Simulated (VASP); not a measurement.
## AlNi under changes of volume

One of the cells (11.393 Å³/atom); the others are scaled copies at fixed shape and fractional positions:

```xyz
2
Lattice="2.8350 0.0000 0.0000 0.0000 2.8350 0.0000 0.0000 0.0000 2.8350" Properties=species:S:1:pos:R:3 pbc="T T T"
Ni    1.4175    1.4175    1.4175
Al    0.0000    0.0000    0.0000
```

```yaml
Program: VASP 6.6.1
Functional: LDA
Potentials_or_basis: VASP PAW LDA potentials, release 64 (Ni, Al)
Cutoff: 520 eV
k_mesh: 8 × 8 × 8
Occupations: fermi-dirac, width 0.05 eV
Spin: collinear spin, ferromagnetic start
Starting_moments: "[1.0, 0.0] μB"
```

```csv
volume (Å³/atom),energy over the lowest point (meV/atom),pressure (GPa)
10.937,11.35,8.3
11.165,?,?
11.393,0.00,0.0
11.620,2.56,-3.5
11.848,9.88,-6.7
```

**Question.** What does the run at 11.165 Å³/atom give?

**Answer.** Energy over the lowest point 2.73 meV/atom; pressure 3.9 GPa.

Worked out: A Birch-Murnaghan fit of order 2 (a polynomial in V^(-2/3)) to the other rows has its minimum at 11.39 Å³/atom with B0 = V·E''(V) = 186 GPa. It gives 2.75 meV/atom at 11.165 Å³/atom, against the run's 2.73, and -dE/dV = 3.9 GPa, against 3.9.

Energies are extrapolated to zero smearing.
